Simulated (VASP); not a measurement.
## Mg2Sn: relaxation of cell and atoms with RPBE

The system is Mg2Sn.

```
Mg Sn
1.0
     0.00000    3.38015    3.38015
     3.38015    0.00000    3.38015
     3.38015    3.38015    0.00000
Mg Sn
2 1
Direct
  0.25000 0.25000 0.25000
  0.75000 0.75000 0.75000
  0.00000 0.00000 0.00000
```

The cell is a database's computed one.

```
Program                : VASP 6.6.1
Task                   : relaxation of cell and atoms
Functional             : RPBE
Potentials or basis    : VASP PAW PBE potentials, release 64 (Mg, Sn_d)
Cutoff                 : 600 eV
k mesh                 : 12 × 12 × 12
Occupations            : gaussian, width 0.1 eV
Spin                   : no spin polarisation
Further INCAR settings : ALGO = Normal; EDIFF = 1e-07; IBRION = 2; EDIFFG = -0.005; NSW = 90; ISIF = 3
```

```json
{
 "Relaxed volume": "27.08 Å³/atom",
 "Relaxed cell": "a = 4.861 Å, b = 4.861 Å, c = 4.861 Å, α = 60.00°, β = 60.00°, γ = 60.00°",
 "Space group after relaxing (to 0.05 Å)": "Fm-3m (No. 225)",
 "Energy gained by relaxing": "8.8 meV/atom",
 "Ionic steps": "2",
 "Pressure after relaxing": "0.0 GPa",
 "Band gap on the k mesh": "none (metal or under the smearing width)"
}
```

Step by step:
```tsv
step	energy change (eV)	largest force (eV/Å)	pressure (GPa)	volume (Å³)
1	0.0000	0.0000	2.19	77.24
2	-0.0265	0.0000	0.03	81.24
```

Final structure:
```
Mg Sn
1.0
     0.00000    3.43755    3.43755
     3.43755    0.00000    3.43755
     3.43755    3.43755    0.00000
Mg Sn
2 1
Direct
  0.25000 0.25000 0.25000
  0.75000 0.75000 0.75000
  0.00000 0.00000 0.00000
```

Levels at points of the mesh, in eV from the Fermi level:
```
           k point  band 5  band 6  band 7  band 8  band 9  band 10  band 11  band 12  band 13
(0.00, 0.00, 0.00)  -20.93   -8.82    0.04    0.04    0.04     1.27     2.12     2.12     2.12
(0.50, 0.00, 0.00)  -20.92   -7.64   -4.59   -0.77   -0.77     0.58     2.22     2.22     3.97
(0.50, 0.50, 0.00)  -20.92   -7.16   -4.40   -1.99   -1.99    -0.14     0.28     7.05     7.05
```

It took 2.1 min on 1 thread of AMD EPYC 9R14 (Zen 4), with other jobs on the host, peak memory 0.27 GiB.

Caveat: the PAW data sets were made with another functional, which shifts forces and pressure a little; this crystal is a semiconductor, whose small gap the functional closes, so the metal is an error of the method.
